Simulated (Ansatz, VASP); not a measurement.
# Two plane-wave programs on MgO

```
Mg O
1.0
     0.00000    2.14791    2.14791
     2.14791    0.00000    2.14791
     2.14791    2.14791    0.00000
Mg O
1 1
Cartesian
  0.0000 0.0000 0.0000
  2.1479 2.1479 2.1479
```

Alike in both runs: task single point; functional PBE; k mesh 10 × 10 × 10; occupations gaussian, width 0.02 eV; no spin polarisation.

|  | VASP | Ansatz |
| --- | --- | --- |
| version | VASP 6.6.1 | Ansatz 0.2.0 |
| potentials or method | VASP PAW PBE potentials, release 64 (Mg, O) | scalar-relativistic, plane waves, PAW |
| plane-wave cutoff (eV) | 520 | 420 |
| valence electrons in the cell | 8 | 16 |

VASP gave:

- gap on the k mesh at the Fermi level (eV): 4.17
- least direct gap on the mesh (eV): 4.17
- pressure (GPa): -4.9

Question: Estimate Ansatz's values.

Answer: gap on the k mesh at the Fermi level (eV): 4.19; least direct gap on the mesh (eV): 4.19; pressure (GPa): -4.1.

The two sets of potentials don't hold the same shells in valence.

As with any semilocal functional, this PBE gap is likely too small.
